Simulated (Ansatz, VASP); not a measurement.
**One calculation of PbS (Galena), two programs**

INCAR

```
PREC = Accurate ; ENCUT = 520
EDIFF = 1E-7 ; ISMEAR = -1
SIGMA = 0.05 ; LREAL = False
LASPH = True ; NELM = 80
ALGO = Normal ; ISIF = 2
LWAVE = False ; LCHARG = False
GGA = PS ; NBANDS = 17
```

KPOINTS

```
regular mesh
0
Gamma
  8 8 8
```

The input POSCAR:

```
PbS
1.0
    0.0000000000      2.9657500000      2.9657500000
    2.9657500000      0.0000000000      2.9657500000
    2.9657500000      2.9657500000      0.0000000000
Pb S
1 1
Direct
    0.0000000000      0.0000000000      0.0000000000
    0.5000000000      0.5000000000      0.5000000000
```

The input input.yaml:

```yaml
crystal:
  lattice:
    - [0.0, 2.96575, 2.96575]
    - [2.96575, 0.0, 2.96575]
    - [2.96575, 2.96575, 0.0]
  atoms:
    - { symbol: Pb, position: [0.0, 0.0, 0.0] }
    - { symbol: S, position: [0.5, 0.5, 0.5] }
hamiltonian:
  xc: pbesol
  pseudopotentials: { kind: paw }
kpoints:
  mp_grid: { grid: [8, 8, 8] }
  band_path:
    path:
      - [[0.0, 0.0, 0.0], [0.5, 0.0, 0.5], [0.5, 0.25, 0.75], [0.375, 0.375, 0.75], [0.0, 0.0, 0.0], [0.5, 0.5, 0.5], [0.625, 0.25, 0.625], [0.5, 0.25, 0.75], [0.5, 0.5, 0.5], [0.375, 0.375, 0.75]]
      - [[0.625, 0.25, 0.625], [0.5, 0.0, 0.5]]
    npoints: 14
scf:
  occupations: { method: fermi_dirac, width: 0.05 }
  n_extra_bands: 6
output:
  forces: true
  stress: true
  eigenvalues: true
  fatbands: true
```

Alike in both runs: functional PBEsol; k mesh 8 × 8 × 8; occupations fermi-dirac, width 0.05 eV; no spin polarisation.

|  | VASP | Ansatz |
| --- | --- | --- |
| version | VASP 6.6.1 | Ansatz 0.2.0 |
| potentials or method | VASP PAW PBE potentials, release 64 (Pb_d, S) | Ansatz PAW |
| plane-wave cutoff (eV) | 520 | 420 |
| valence electrons in the cell | 20 | 20 |
| task | single point | band structure |

```csv
,VASP,Ansatz,Ansatz less VASP
gap on the k mesh at the Fermi level (eV),0.26,0.25,-0.006
least direct gap on the mesh (eV),0.26,0.25,-0.006
pressure (GPa),-0.9,-0.9,+0.04
```

With one functional, cell and mesh, what is left measures potentials, basis and numerics.

Caveats: spin-orbit coupling is left out, which as a rule narrows the gap of such compounds by several tenths of an eV; the PAW data sets were made with another functional, which shifts forces and pressure a little (VASP); the PAW data sets come from PBE, with cores solved anew for the run's functional, which leaves a small shift of forces and pressure (Ansatz).
